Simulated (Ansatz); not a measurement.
Write the native input for Ansatz 0.2.0 that does the following.

* Task: band structure
* Functional: PBE
* Potentials or basis: Ansatz NC
* Cutoff: 1143 eV (not typed: the program's choice for these potentials)
* k mesh: 10 × 10 × 8
* Occupations: fermi-dirac, width 0.05 eV
* Spin: no spin polarisation
* Path: [["G", "M", "K", "G", "A", "L", "H", "A"], ["L", "M"], ["K", "H"]]
* Points for each segment of the path: 14

The system is MgB2.

```xyz
3
Lattice="3.0850 0.0000 0.0000 -1.5425 2.6717 0.0000 0.0000 0.0000 3.5230" Properties=species:S:1:pos:R:3 pbc="T T T"
Mg    0.0000    0.0000    0.0000
B     1.5425    0.8906    1.7615
B     0.0000    1.7811    1.7615
```

One way to write it, as run:

input.yaml

```yaml
crystal:
  lattice:
    - [3.085, 0.0, 0.0]
    - [-1.5425, 2.6716883707, 0.0]
    - [0.0, 0.0, 3.523]
  atoms:
    - { symbol: Mg, position: [0.0, 0.0, 0.0] }
    - { symbol: B, position: [0.6666666667, 0.3333333333, 0.5] }
    - { symbol: B, position: [0.3333333333, 0.6666666667, 0.5] }
hamiltonian:
  xc: pbe
  pseudopotentials: { kind: nc }
kpoints:
  mp_grid: { grid: [10, 10, 8] }
  band_path:
    path:
      - [[0.0, 0.0, 0.0], [0.5, 0.0, 0.0], [0.3333333333, 0.3333333333, 0.0], [0.0, 0.0, 0.0], [0.0, 0.0, 0.5], [0.5, 0.0, 0.5], [0.3333333333, 0.3333333333, 0.5], [0.0, 0.0, 0.5]]
      - [[0.5, 0.0, 0.5], [0.5, 0.0, 0.0]]
      - [[0.3333333333, 0.3333333333, 0.0], [0.3333333333, 0.3333333333, 0.5]]
    npoints: 14
scf:
  occupations: { method: fermi_dirac, width: 0.05 }
  n_extra_bands: 7
output:
  forces: true
  stress: true
  eigenvalues: true
  fatbands: false
```

Potentials or basis: Ansatz NC.

Run with:

```console
$ ansatz run input.yaml --threads 2 --pin off --max-ram 5632MiB --backend cpu --events-out ev --progress --plain --runs-dir out
```

Results of the run:

* Pressure: -0.9 GPa
* Band gap on the k mesh: none (metal or under the smearing width)

Run time: 5.4 s on 2 threads of Arm Neoverse V1 (shared host), peak memory 0.34 GiB.
